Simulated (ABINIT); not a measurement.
## How the form of the self-energy moves the gap of KF (Carobbiite)

Wanted: the gap of KF (Carobbiite) under several approximations, with cost.

Method: PBE and many-body steps on it, plane waves, in ABINIT 10.8.3.

**1. The structure**

The structure is cubic, space group Fm-3m (No. 225). Conventional cell: a = 5.344 Å, b = 5.344 Å, c = 5.344 Å, α = 90.00°, β = 90.00°, γ = 90.00°. Nearest to K lie 6 F at 2.67 Å. Nearest to F lie 6 K at 2.67 Å. Farther neighbours and most contacts between anions are not listed.

The cell and positions come from the Crystallography Open Database and are kept as given unless a step says otherwise.

**2. Empty states on the mesh, 6×6×6 mesh, 175 bands**

This step: ABINIT 10.8.3; DFT, PBE, plane waves, norm-conserving pseudopotentials.

The sums over transitions need many empty states on a uniform mesh; this step solves for them.

File run.abi:

```
acell 3*1.0 Angstrom
rprim 
  -0.000000000000 2.671850000000 2.671850000000
  2.671850000000 -0.000000000000 2.671850000000
  2.671850000000 2.671850000000 0.000000000000
ntypat 2
znucl 19 9
natom 2
typat 1 2
xred 
  0.000000000000 0.000000000000 0.000000000000
  0.500000000000 0.500000000000 0.500000000000
pp_dirpath "pseudos"
pseudos "K.upf, F.upf"
ecut 36
ngkpt 6 6 6
nshiftk 1
shiftk 0 0 0
kptopt 1
chksymbreak 0
irdden 1
istwfk *1
nband 175
prtvol 0
optdriver 6
gwr_task "HDIAGO"
paral_kgb 0
occopt 1
indata_prefix "in"
outdata_prefix "out"
tmpdata_prefix "tmp"
```

On the command line:

```bash
> OMP_NUM_THREADS=1 mpirun -n 4 abinit run.abi > log
```

The log of the run:

```text
.Version 10.8.3 of ABINIT. v10.8.2 released Aug 2026.

 Symmetries : space group Fm -3 m (#225); Bravais cF (face-center cubic)
[... echo of the input left out ...]
== DATASET  1 ==================================================================
-   mpi_nproc: 4, omp_nthreads: 1 (-1 if OMP is not activated)

--- !DatasetInfo
iteration_state: {dtset: 1, }
dimensions: {natom: 2, nkpt: 16, mband: 175, nsppol: 1, nspinor: 1, nspden: 1, mpw: 2685, }
cutoff_energies: {ecut:  36.0, pawecutdg:  -1.0, }
[...]
Direct band gap semiconductor
 Fundamental gap:     6.199 (eV)
   VBM:     0.131 (eV) at k: [ 0.0000E+00,  0.0000E+00,  0.0000E+00]
   CBM:     6.330 (eV) at k: [ 0.0000E+00,  0.0000E+00,  0.0000E+00]
 Direct gap:         6.199 (eV) at k: [ 0.0000E+00,  0.0000E+00,  0.0000E+00]

== END DATASET(S) ==============================================================
================================================================================

 -outvars: echo values of variables after computation  --------
           etotal      0.0000000000E+00
            nband         175
             nkpt          16
          spgroup         225
 [... the other variables as echoed above ...]

 Calculation completed.
```

Elapsed: 49 s, on 4 MPI ranks of Arm Neoverse V2, shared host; peak memory 1.8 GiB; 3.3 min of CPU time.

Numbers from this step:

| Quantity | Value |
| --- | --- |
| gap | 6.199 eV |
| k of the valence top | 0, 0, 0 |
| k of the conduction bottom | 0, 0, 0 |
| least direct gap | 6.199 eV |
| k points computed | 16 |
| lowest point of the top converged band, above the valence top | 142.2153 eV |

On this mesh the gap is 6.199 eV.

The density comes from a self-consistent run that is not shown.

**3. Screening, 6×6×6 mesh, 167 bands, screening to 228.6 eV**

The RPA dielectric matrix is built and inverted for each q.

This step: RPA screening on PBE, plane waves, norm-conserving pseudopotentials.

Changes to run.abi since step 2:

```diff
@@ -20,10 +20,11 @@
 chksymbreak 0
-irdden 1
 istwfk *1
-nband 175
-prtvol 0
-optdriver 6
-gwr_task "HDIAGO"
-paral_kgb 0
 occopt 1
+irdwfk 1
+optdriver 3
+nband 167
+ecuteps 8.4
+inclvkb 2
+awtr 1
+symchi 1
 indata_prefix "in"
```

The log of the run:

```text
.Version 10.8.3 of ABINIT. v10.8.2 released Aug 2026.

 Symmetries : space group Fm -3 m (#225); Bravais cF (face-center cubic)
[... echo of the input left out ...]
== DATASET  1 ==================================================================
-   mpi_nproc: 4, omp_nthreads: 1 (-1 if OMP is not activated)

--- !DatasetInfo
iteration_state: {dtset: 1, }
dimensions: {natom: 2, nkpt: 16, mband: 167, nsppol: 1, nspinor: 1, nspden: 1, mpw: 2685, }
cutoff_energies: {ecut:  36.0, pawecutdg:  -1.0, }
electrons: {nelect:   1.60000000E+01, charge:   0.00000000E+00, occopt:   1.00000000E+00, tsmear:   1.00000000E-02, }

 SCREENING: Calculation of the susceptibility and dielectric matrices

 Based on a program developped by R.W. Godby, V. Olevano, G. Onida, and L. Reining.
 Incorporated in ABINIT by V. Olevano, G.-M. Rignanese, and M. Torrent.
.Using double precision arithmetic ; gwpc =  8

[... cell and pseudopotentials left out ...]
--------------------------------------------------------------------------------

 ==== K-mesh for the wavefunctions ====
 Number of points in the irreducible wedge :    16
[... list of points left out ...]
 Together with 48 symmetry operations and time-reversal symmetry
 yields   216 points in the full Brillouin Zone.

 ==== Q-mesh for the screening function ====
 Number of points in the irreducible wedge :    16
[... list of points left out ...]
 Together with 48 symmetry operations and time-reversal symmetry
 yields   216 points in the full Brillouin Zone.

 setmesh: FFT mesh size selected  =    30x   30x   30
          total number of points  =        27000

 vcoul_init : cutoff-mode = AUXILIARY_FUNCTION
 q-points for optical limit:   1
     1)      0.000010    0.000020    0.000030

- screening: taking advantage of time-reversal symmetry
- Maximum band index for partially occupied states nbvw = 8
- Remaining bands to be divided among processors   nbcw = 159
- Number of bands treated by each node ~39

 Number of electrons calculated from density =   16.0000; Expected =   16.0000
 average of density, n =  0.062152
 r_s =    1.5661
 omega_plasma =   24.0483 [eV]

 calculating chi0 at frequencies [eV] :
  1    0.000000E+00    0.000000E+00
  2    0.000000E+00    2.404829E+01

--------------------------------------------------------------------------------
  q-point number  1        q = ( 0.000000, 0.000000, 0.000000) [r.l.u.]
--------------------------------------------------------------------------------
[... chi0 elements left out ...]
 For q-point:  0.000010 0.000020 0.000030
  dielectric constant =   1.8939
  dielectric constant without local fields =   2.1057

  Average fulfillment of the sum rule on Im[epsilon] for q-point    1 :     77.39  [%]
[... wings left out ...]
  q-point number  2        q = ( 0.166667, 0.000000, 0.000000) [r.l.u.]
--------------------------------------------------------------------------------
[... chi0 elements left out ...]
  Average fulfillment of the sum rule on Im[epsilon] for q-point    2 :     85.16  [%]

 [... 14 further q-points ...]
```

Elapsed: 3.4 min, on 4 MPI ranks; peak memory 1.9 GiB.

Numbers from this step:

```yaml
eps_infinity_with_local_fields_on_this_mesh_along_the_program_s_q_direction: 1.894
the_same_without_local_fields: 2.106
plasma_frequency: 24.05 eV
plane_waves_in_the_screening_matrix: 307
```

Local fields lower ε∞ by 10 %.

**4. G0W0, Godby-Needs plasmon pole**

The self-energy is evaluated for the states that the input lists, and the levels follow from it, in one-shot runs by the linearised quasiparticle equation.

This step: G0W0 on PBE, plane waves, norm-conserving pseudopotentials.

Changes to run.abi since step 3:

```diff
@@ -23,8 +23,15 @@
 irdwfk 1
-optdriver 3
+optdriver 4
 nband 167
+gwcalctyp 0
+ecutsigx 36
+symsigma 1
+nkptgw 1
+kptgw 
+  0.0000000000 0.0000000000 0.0000000000
+bdgw 
+  6 12
 ecuteps 8.4
-inclvkb 2
-awtr 1
-symchi 1
+irdscr 1
+ppmodel 1
 indata_prefix "in"
```

The log of the run:

```text
.Version 10.8.3 of ABINIT. v10.8.2 released Aug 2026.

 Symmetries : space group Fm -3 m (#225); Bravais cF (face-center cubic)
[... echo of the input left out ...]
== DATASET  1 ==================================================================
-   mpi_nproc: 4, omp_nthreads: 1 (-1 if OMP is not activated)

--- !DatasetInfo
iteration_state: {dtset: 1, }
dimensions: {natom: 2, nkpt: 16, mband: 167, nsppol: 1, nspinor: 1, nspden: 1, mpw: 2685, }
cutoff_energies: {ecut:  36.0, pawecutdg:  -1.0, }
electrons: {nelect:   1.60000000E+01, charge:   0.00000000E+00, occopt:   1.00000000E+00, tsmear:   1.00000000E-02, }

 SIGMA: Calculation of the GW corrections

 Based on a program developped by R.W. Godby, V. Olevano, G. Onida, and L. Reining.
 Incorporated in ABINIT by V. Olevano, G.-M. Rignanese, and M. Torrent.
.Using double precision arithmetic ; gwpc =  8

[... cell and pseudopotentials left out ...]
--------------------------------------------------------------------------------

 ==== K-mesh for the wavefunctions ====
 Number of points in the irreducible wedge :    16
[... list of points left out ...]
 Together with 48 symmetry operations and time-reversal symmetry
 yields   216 points in the full Brillouin Zone.

 ==== Q-mesh for screening function ====
 Number of points in the irreducible wedge :    16
[... list of points left out ...]
 Together with 48 symmetry operations and time-reversal symmetry
 yields   216 points in the full Brillouin Zone.

 vcoul_init : cutoff-mode = AUXILIARY_FUNCTION
 q-points for optical limit:   1
     1)      0.000010    0.000020    0.000030
 setmesh: FFT mesh size selected  =    40x   40x   40
          total number of points  =        64000

 Number of electrons calculated from density =   16.0000; Expected =   16.0000
 average of density, n =  0.062152
 r_s =    1.5661
 omega_plasma =   24.0483 [eV]

 === KS Band Gaps ===
  >>>> For spin  1
   Minimum direct gap =   6.1994 [eV], located at k-point      :   0.0000  0.0000  0.0000
   Fundamental gap    =   6.1994 [eV], Top of valence bands at :   0.0000  0.0000  0.0000
                                       Bottom of conduction at :   0.0000  0.0000  0.0000
 SIGMA fundamental parameters:
 PLASMON POLE MODEL  1
 number of plane-waves for SigmaX                 2685
 number of plane-waves for SigmaC and W            307
 number of plane-waves for wavefunctions          2685
 number of bands                                   167
 number of independent spin polarizations            1
 number of spinorial components                      1
 number of k-points in IBZ                          16
 number of q-points in IBZ                          16
 number of symmetry operations                      48
 number of k-points in BZ                          216
 number of q-points in BZ                          216
 number of frequencies for dSigma/dE                 9
 frequency step for dSigma/dE [eV]                0.25
 number of omega for Sigma on real axis              0
 max omega for Sigma on real axis  [eV]           0.00
 zcut for avoiding poles [eV]                     0.10

 EPSILON^-1 parameters (SCR file):
 dimension of the eps^-1 matrix on file            307
 dimension of the eps^-1 matrix used               307
 number of plane-waves for wavefunctions          2685
 number of bands                                   167
 number of q-points in IBZ                          16
 number of frequencies                               2
 number of real frequencies                          1
 number of imag frequencies                          1

 matrix elements of self-energy operator (all in [eV])

 Perturbative Calculation

--- !SelfEnergy_ee
iteration_state: {dtset: 1, }
kpoint     : [   0.000,    0.000,    0.000, ]
spin       : 1
KS_gap     :    6.199
QP_gap     :    9.630
Delta_QP_KS:    3.430
data: !SigmaeeData |
     Band     E0 <VxcDFT>   SigX SigC(E0)      Z dSigC/dE  Sig(E)    E-E0       E
        6   0.131 -21.899 -29.568   4.656   0.806  -0.241 -24.327  -2.428  -2.297
        7   0.131 -21.899 -29.568   4.656   0.806  -0.241 -24.327  -2.428  -2.297
        8   0.131 -21.899 -29.568   4.656   0.806  -0.241 -24.327  -2.428  -2.297
        9   6.330  -7.969  -4.027  -2.825   0.897  -0.114  -6.967   1.003   7.333
       10  10.825 -10.841  -4.975  -3.180   0.890  -0.123  -8.450   2.391  13.215
       11  10.825 -10.841  -4.975  -3.180   0.890  -0.123  -8.450   2.391  13.215
       12  10.825 -10.841  -4.975  -3.180   0.890  -0.123  -8.450   2.391  13.215

== END DATASET(S) ==============================================================
================================================================================

 -outvars: echo values of variables after computation  --------
           etotal      0.0000000000E+00
            nband         167
             nkpt          16
          spgroup         225
 [... the other variables as echoed above ...]

 Calculation completed.
```

The job ended after 20 s (4 MPI ranks; peak memory 1.9 GiB; 78 s of CPU time).

This step gave:

```yaml
g0w0_gap_on_the_points_computed: 9.63 eV
starting_gap_on_the_mesh: 6.199 eV
k_of_the_valence_top: 0, 0, 0
k_of_the_conduction_bottom: 0, 0, 0
z_at_the_valence_top: 0.806
z_at_the_conduction_bottom: 0.897
least_direct_g0w0_gap_on_the_computed_points: 9.63 eV
```

The gap on the mesh goes from 6.20 eV to 9.63 eV, a correction of +3.43 eV.

**5. G0W0, Hybertsen-Louie plasmon pole**

Changes to run.abi since step 4:

```diff
@@ -35,3 +35,3 @@
 irdscr 1
-ppmodel 1
+ppmodel 2
 indata_prefix "in"
```

The log of the run:

```text
.Version 10.8.3 of ABINIT. v10.8.2 released Aug 2026.

 Symmetries : space group Fm -3 m (#225); Bravais cF (face-center cubic)
[... echo of the input left out ...]
== DATASET  1 ==================================================================
-   mpi_nproc: 4, omp_nthreads: 1 (-1 if OMP is not activated)

--- !DatasetInfo
iteration_state: {dtset: 1, }
dimensions: {natom: 2, nkpt: 16, mband: 167, nsppol: 1, nspinor: 1, nspden: 1, mpw: 2685, }
cutoff_energies: {ecut:  36.0, pawecutdg:  -1.0, }
electrons: {nelect:   1.60000000E+01, charge:   0.00000000E+00, occopt:   1.00000000E+00, tsmear:   1.00000000E-02, }

 SIGMA: Calculation of the GW corrections

 Based on a program developped by R.W. Godby, V. Olevano, G. Onida, and L. Reining.
 Incorporated in ABINIT by V. Olevano, G.-M. Rignanese, and M. Torrent.
.Using double precision arithmetic ; gwpc =  8

[... cell and pseudopotentials left out ...]
--------------------------------------------------------------------------------

 ==== K-mesh for the wavefunctions ====
 Number of points in the irreducible wedge :    16
[... list of points left out ...]
 Together with 48 symmetry operations and time-reversal symmetry
 yields   216 points in the full Brillouin Zone.

 ==== Q-mesh for screening function ====
 Number of points in the irreducible wedge :    16
[... list of points left out ...]
 Together with 48 symmetry operations and time-reversal symmetry
 yields   216 points in the full Brillouin Zone.

 vcoul_init : cutoff-mode = AUXILIARY_FUNCTION
 q-points for optical limit:   1
     1)      0.000010    0.000020    0.000030
 setmesh: FFT mesh size selected  =    40x   40x   40
          total number of points  =        64000

 Number of electrons calculated from density =   16.0000; Expected =   16.0000
[...]
number of q-points in BZ                          216
 number of frequencies for dSigma/dE                 9
 frequency step for dSigma/dE [eV]                0.25
 number of omega for Sigma on real axis              0
 max omega for Sigma on real axis  [eV]           0.00
 zcut for avoiding poles [eV]                     0.10

 EPSILON^-1 parameters (SCR file):
 dimension of the eps^-1 matrix on file            307
 dimension of the eps^-1 matrix used               307
 number of plane-waves for wavefunctions          2685
 number of bands                                   167
 number of q-points in IBZ                          16
 number of frequencies                               2
 number of real frequencies                          1
 number of imag frequencies                          1

 matrix elements of self-energy operator (all in [eV])

 Perturbative Calculation

--- !SelfEnergy_ee
iteration_state: {dtset: 1, }
kpoint     : [   0.000,    0.000,    0.000, ]
spin       : 1
KS_gap     :    6.199
QP_gap     :   10.421
Delta_QP_KS:    4.222
data: !SigmaeeData |
     Band     E0 <VxcDFT>   SigX SigC(E0)      Z dSigC/dE  Sig(E)    E-E0       E
        6   0.131 -21.899 -29.568   3.768   0.870  -0.150 -25.291  -3.393  -3.262
        7   0.131 -21.899 -29.568   3.768   0.870  -0.150 -25.291  -3.393  -3.262
        8   0.131 -21.899 -29.568   3.768   0.870  -0.150 -25.291  -3.393  -3.262
        9   6.330  -7.969  -4.027  -3.042   0.922  -0.085  -7.140   0.829   7.159
       10  10.825 -10.841  -4.975  -3.424   0.916  -0.092  -8.604   2.237  13.062
       11  10.825 -10.841  -4.975  -3.424   0.916  -0.092  -8.604   2.237  13.062
       12  10.825 -10.841  -4.975  -3.424   0.916  -0.092  -8.604   2.237  13.062

== END DATASET(S) ==============================================================
================================================================================

 -outvars: echo values of variables after computation  --------
           etotal      0.0000000000E+00
            nband         167
             nkpt          16
          spgroup         225
 [... the other variables as echoed above ...]

 Calculation completed.
```

Run time: 19 s. Hardware: 4 MPI ranks; peak memory 1.9 GiB; 75 s of CPU time.

Numbers from this step:

- G0W0 gap on the points computed: 10.42 eV
- starting gap on the mesh: 6.199 eV
- k of the valence top: 0, 0, 0
- k of the conduction bottom: 0, 0, 0
- Z at the valence top: 0.87
- Z at the conduction bottom: 0.922
- least direct G0W0 gap on the computed points: 10.42 eV

Against G0W0 in ABINIT (6×6×6 mesh, 167 bands, screening to 228.6 eV, Godby-Needs plasmon pole), the gap moves by +0.791 eV.

**6. G0W0, von der Linden-Horsch plasmon pole**

Changes to run.abi since step 5:

```diff
@@ -35,3 +35,3 @@
 irdscr 1
-ppmodel 2
+ppmodel 3
 indata_prefix "in"
```

The log of the run:

```text
.Version 10.8.3 of ABINIT. v10.8.2 released Aug 2026.

 Symmetries : space group Fm -3 m (#225); Bravais cF (face-center cubic)
[... echo of the input left out ...]
== DATASET  1 ==================================================================
-   mpi_nproc: 4, omp_nthreads: 1 (-1 if OMP is not activated)

--- !DatasetInfo
iteration_state: {dtset: 1, }
dimensions: {natom: 2, nkpt: 16, mband: 167, nsppol: 1, nspinor: 1, nspden: 1, mpw: 2685, }
cutoff_energies: {ecut:  36.0, pawecutdg:  -1.0, }
[...]
10  10.825 -10.841  -4.975  -3.506   0.940  -0.063  -8.622   2.219  13.044
       11  10.825 -10.841  -4.975  -3.506   0.940  -0.063  -8.622   2.219  13.044
       12  10.825 -10.841  -4.975  -3.506   0.940  -0.063  -8.622   2.219  13.044

== END DATASET(S) ==============================================================
================================================================================

 -outvars: echo values of variables after computation  --------
           etotal      0.0000000000E+00
            nband         167
             nkpt          16
          spgroup         225
 [... the other variables as echoed above ...]

 Calculation completed.
```

It took 9.5 s on 4 MPI ranks; peak memory 1.8 GiB; 38 s of CPU time.

Numbers from this step:

```
G0W0 gap on the points computed              : 10.06 eV
starting gap on the mesh                     : 6.199 eV
k of the valence top                         : 0, 0, 0
k of the conduction bottom                   : 0, 0, 0
least direct G0W0 gap on the computed points : 10.06 eV
```

Against G0W0 in ABINIT (6×6×6 mesh, 167 bands, screening to 228.6 eV, Godby-Needs plasmon pole), the gap moves by +0.434 eV.

**7. G0W0, Engel-Farid plasmon pole**

Changes to run.abi since step 6:

```diff
@@ -35,3 +35,3 @@
 irdscr 1
-ppmodel 3
+ppmodel 4
 indata_prefix "in"
```

The log of the run:

```text
.Version 10.8.3 of ABINIT. v10.8.2 released Aug 2026.

 Symmetries : space group Fm -3 m (#225); Bravais cF (face-center cubic)
[... echo of the input left out ...]
== DATASET  1 ==================================================================
-   mpi_nproc: 4, omp_nthreads: 1 (-1 if OMP is not activated)

--- !DatasetInfo
iteration_state: {dtset: 1, }
dimensions: {natom: 2, nkpt: 16, mband: 167, nsppol: 1, nspinor: 1, nspden: 1, mpw: 2685, }
cutoff_energies: {ecut:  36.0, pawecutdg:  -1.0, }
[...]
10  10.825 -10.841  -4.975  -3.296   0.898  -0.114  -8.534   2.307  13.131
       11  10.825 -10.841  -4.975  -3.296   0.898  -0.114  -8.534   2.307  13.131
       12  10.825 -10.841  -4.975  -3.296   0.898  -0.114  -8.534   2.307  13.131

== END DATASET(S) ==============================================================
================================================================================

 -outvars: echo values of variables after computation  --------
           etotal      0.0000000000E+00
            nband         167
             nkpt          16
          spgroup         225
 [... the other variables as echoed above ...]

 Calculation completed.
```

It took 9.5 s on 4 MPI ranks; peak memory 1.8 GiB.

This step gave:

| Item | Value |
| --- | --- |
| G0W0 gap on the points computed | 9.793 eV |
| starting gap on the mesh | 6.199 eV |
| k of the valence top | 0, 0, 0 |
| k of the conduction bottom | 0, 0, 0 |
| least direct G0W0 gap on the computed points | 9.793 eV |

Against G0W0 in ABINIT (6×6×6 mesh, 167 bands, screening to 228.6 eV, Godby-Needs plasmon pole), the gap moves by +0.163 eV.

[end of part 1 of 2]

[Paths, hosts, dates, memory and timing lines, banners, echoed tables and standing remarks are left out of the program output.]

[Logs are printed without paths, hosts, clocks, repeated set-up lines and the standing remarks that a program may print on its own settings, such as how far it seeks lower states.]

[Runs of the session that timed out or met a known fault of the program may be left out.]

[Hosts, paths, dates, database ids (printed as entryN), source tags and the programs' standing remarks are cut or masked in the printed files.]

[G0W0 gaps are taken among the corrected bands and points alone; a level outside them can change the order at an edge.]

[Where Ansatz stands beside ABINIT at settings called matched, ABINIT's density can come from a denser mesh and the files from another edition; pairs whose starting gaps differed by over 0.03 eV were left out, so agreement reads better than it is.]
